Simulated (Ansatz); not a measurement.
A plane-wave DFT run in Ansatz 0.2.0 (scalar-relativistic PAW potentials unless the input names others): input and command.

```yaml
crystal:
  lattice:
    - [0.0, 2.1945, 2.1945]
    - [2.1945, 0.0, 2.1945]
    - [2.1945, 2.1945, 0.0]
  atoms:
    - { symbol: Nb, position: [0.5, 0.5, 0.5] }
    - { symbol: "N", position: [0.0, 0.0, 0.0] }
basis:
  ecutwfc: 500
kpoints:
  mp_grid: { grid: [14, 14, 14] }
hamiltonian:
  xc: r2scan
scf:
  occupations: { method: gaussian, width: 0.1 }
  max_iter: 5
output:
  forces: true
  eigenvalues: true
  stress: true
relax:
  adjacent_minimum: "off"
  f_tol: 0.02
  max_steps: 70
  cell: { stress_tol: 0.1 }
```

```bash
ansatz run input.yaml --threads 2 --pin off --max-ram 5120MiB --backend cpu --events-out ev --progress --plain --runs-dir out
```

Abridged log:
```
Basis set: ecut = 500 eV, 537 PW (Γ), exchange–correlation on 96×96×96 points (64 copies of the dense FFT grid, shifted against one another)
Bands: 13, of which v1, the nominal top of the filled ones, is band 9 counted from 1 (8 counted from 0)
Symmetry: 48 space group operations
k-points: 104 of 2744
SCF iter   1: F=—  HF=-4950.623791 eV  |F-HF|=—  |Δ(HF+E_count)|=         —  Δρ=1.38e-2  dr2=4.25e-2  dr2_τ=1.42e-1  ethr=1.77e-3  ⟨swp⟩=5.3  Hψ=16754  notcnv=0  defer=1
automatic band count: the SCF goes on with 17 bands, as 13 were too few: the levels above may hold too much charge
SCF iter   2: F=—  HF=-4950.648870 eV  |F-HF|=—  |Δ(HF+E_count)|=   2.51e-2  Δρ=6.86e-3  dr2=6.10e-3  dr2_τ=9.88e-4  ethr=2.36e-4  ⟨swp⟩=2.0  Hψ=3647  notcnv=0  defer=305
SCF iter   3: F=—  HF=-4950.648899 eV  |F-HF|=—  |Δ(HF+E_count)|=   2.86e-5  Δρ=1.62e-3  dr2=1.75e-4  dr2_τ=3.25e-5  ethr=3.39e-5  ⟨swp⟩=5.0  Hψ=10552  notcnv=0
SCF iter   4: F=—  HF=-4950.649030 eV  |F-HF|=—  |Δ(HF+E_count)|=   1.31e-4  Δρ=2.51e-4  dr2=6.88e-6  dr2_τ=7.05e-7  ethr=9.71e-7  ⟨swp⟩=3.0  Hψ=8905  notcnv=0
SCF iter   5: F=—  HF=-4950.649038 eV  |F-HF|=—  |Δ(HF+E_count)|=   7.82e-6  Δρ=3.91e-5  dr2=2.55e-7  dr2_τ=3.04e-8  ethr=3.82e-8  ⟨swp⟩=2.6  Hψ=6313  notcnv=0
```

Question: What should be changed?

Answer: The fault is too few SCF iterations (scf.max_iter: not typed → 5, the first being the value of the sound run). Setting it back cures it. The log, from which this was withheld above, says: «Error: did not converge after 5 iterations: dr2 = 2.55e-7 (threshold 1.00e-7), under the density mixer `msr1`, which `scf.mixing.algorithm: auto` chose by the deck's other keys (type `scf.mixing.algorithm: msr1` to keep it); raise `scf.max_iter`, which need not help a stalled SCF, or adjust the mixing (`scf.mixing`) or, under a smearing, its width (`scf.occupations.width` …» The run stopped without converging. A reference run from the same start on usual settings converged, and the end of its own relaxation has pressure -0.04 GPa, largest force 0.000 eV/Å, no gap on the mesh.

The run took 2.5 s on 2 threads of Arm Neoverse V1, on a shared host, peak memory 0.34 GiB.